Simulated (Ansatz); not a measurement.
# Rb: pressure against volume

The task here is to estimate one member of a computed series from the others.

Computed with Ansatz 0.2.0 (DFT PBE, scalar-relativistic, unless a step's input says otherwise).

1 further run of the same task is left out (it didn't finish).

### Starting point

It takes space group Im-3m (No. 229, cubic). Conventional cell: a = 5.612 Å, b = 5.612 Å, c = 5.612 Å, α = 90.00°, β = 90.00°, γ = 90.00°.

Structure file:

```cif
data_structure
_symmetry_space_group_name_H-M 'P 1'
_symmetry_Int_Tables_number 1
_cell_length_a 4.8601
_cell_length_b 4.8601
_cell_length_c 4.8601
_cell_angle_alpha 109.471
_cell_angle_beta 109.471
_cell_angle_gamma 109.471
_cell_volume 88.37
loop_
_atom_site_label
_atom_site_type_symbol
_atom_site_fract_x
_atom_site_fract_y
_atom_site_fract_z
_atom_site_occupancy
Rb1 Rb 0.00000 0.00000 0.00000 1
```

The structure is an experimental refinement, used without relaxation.

The first run:

input.yaml

```yaml
crystal:
  lattice:
    - [-2.7492058961, 2.7492058961, 2.7492058961]
    - [2.7492058961, -2.7492058961, 2.7492058961]
    - [2.7492058961, 2.7492058961, -2.7492058961]
  atoms:
    - { symbol: Rb, position: [0.0, 0.0, 0.0] }
kpoints:
  mp_grid: { grid: [8, 8, 8] }
scf:
  occupations: { method: fermi_dirac, width: 0.05 }
hamiltonian:
  xc: pbe
  pseudopotentials: { kind: all_electron, lapw: { basis_error: 0.001 } }
output:
  forces: true
  stress: true
  eigenvalues: true
```

The run is started by

```
ansatz run input.yaml --threads 1 --pin off --max-ram 2048MiB --backend cpu --events-out ev --progress --plain --runs-dir out
```

Steps of the session up to this table: Volume × 0.9405, LAPW; Volume × 0.9405, PAW; Volume × 0.9405, crystal datasets; Volume × 0.97, LAPW; Volume × 0.97, PAW; Volume × 1.03, LAPW; Volume × 1.03, PAW; Volume × 1.06, LAPW; Volume × 1.06, PAW; Volume × 1.06, crystal datasets.

One table of the session follows, with a row left open; its other results are not shown here.

It belongs to the step «Fits». 

| method | volume (Å³/atom) | pressure (GPa) |
| --- | --- | --- |
| LAPW | 83.115 | 0.32 |
| LAPW | 85.722 | 0.20 |
| LAPW | 88.374 | 0.10 |
| LAPW | 91.025 | 0.01 |
| LAPW | 93.676 | -0.06 |
| PAW | 83.115 | 0.32 |
| PAW | 85.722 | 0.20 |
| PAW | 88.374 | 0.10 |
| PAW | 91.025 | 0.01 |
| PAW | 93.676 | -0.06 |
| crystal datasets | 83.115 | ? |
| crystal datasets | 88.374 | 0.10 |
| crystal datasets | 93.676 | -0.07 |

**Question.** Estimate the row for crystal datasets, 83.115.

The run gave: pressure (GPa): 0.31. In the column «pressure (GPa)» it lies between PAW, 85.722 (0.20) and LAPW, 83.115 (0.32).

Caveats from the session: Warnings in the runs' records: gradients without spin orbit, crystal datasets made.
